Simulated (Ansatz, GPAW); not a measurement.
This is a calculation of CaO for GPAW 26.7.0 (ASE script). The cell is a database's computed one, not the measured one.

The input run.py:

```python
from ase.dft.bandgap import bandgap
from ase.io import read, write
from ase.units import GPa
from gpaw import GPAW, PW

atoms = read('POSCAR')

calc = GPAW(mode=PW(800),
            xc='PBE',
            kpts={'size': (10, 10, 10), 'gamma': True},
            occupations={'name': 'methfessel-paxton', 'order': 0, 'width': 0.016},
            nbands=16,
            convergence={'density': 1e-05, 'energy': 1e-05},
            maxiter=150,
            txt='gpaw.txt')
atoms.calc = calc
energy = atoms.get_potential_energy()
forces = atoms.get_forces()
stress = atoms.get_stress()
calc.write('gs.gpw')
write('result.traj', atoms)
print(f'Energy: {energy:.6f} eV')
print('Forces (eV/A):')
print(forces.round(4))
print('Stress (GPa):', (stress / GPa).round(3))
print('Fermi level:', round(calc.get_fermi_level(), 4), 'eV')
print(f'Gap: {bandgap(calc)[0]:.4f} eV, direct: {bandgap(calc, direct=True)[0]:.4f} eV')
```

Contents of POSCAR:

```
CaO
1.0
    0.0000000000      2.4035556960      2.4035556960
    2.4035556960      0.0000000000      2.4035556960
    2.4035556960      2.4035556960      0.0000000000
Ca O
1 1
Direct
    0.0000000000      0.0000000000      0.0000000000
    0.5000000000      0.5000000000      0.5000000000
```

Potentials or basis: GPAW PAW data sets (gpaw-data 1.2.1), pw.

Launch:

```bash
$ OMP_NUM_THREADS=1 python run.py
```

Question: Translate it to Ansatz 0.2.0. Potentials or basis there: Ansatz PAW, cutoff 420 eV.

Answer: As run (cutoffs and basis follow the program's own potentials, and thresholds, step limits or extra output files can differ):

The input input.yaml:

```yaml
crystal:
  lattice:
    - [0.0, 2.403555696, 2.403555696]
    - [2.403555696, 0.0, 2.403555696]
    - [2.403555696, 2.403555696, 0.0]
  atoms:
    - { symbol: Ca, position: [0.0, 0.0, 0.0] }
    - { symbol: O, position: [0.5, 0.5, 0.5] }
hamiltonian:
  xc: pbe
  pseudopotentials: { kind: paw }
kpoints:
  mp_grid: { grid: [10, 10, 10] }
scf:
  occupations: { method: gaussian, width: 0.016 }
output:
  forces: true
  stress: true
  eigenvalues: true
  write_density: true
  write_potential: true
  elf: true
  volumetric_format: npy
```

Potentials or basis: Ansatz PAW.

Run with:

```console
$ ansatz run input.yaml --threads 2 --pin off --max-ram 5632MiB --backend cpu --events-out ev --progress --plain --runs-dir out
```

Both were run:

|  | GPAW | Ansatz |
| --- | --- | --- |
| Pressure | 2.2 GPa | 1.6 GPa |

Ansatz's pressure holds a Pulay term of +0.41 GPa for its cutoff of 420 eV, which the other run lacks.

Where Ansatz's input types no cutoff or centring, it takes its own default and a Γ-centred mesh.

Pressure is positive in compression.
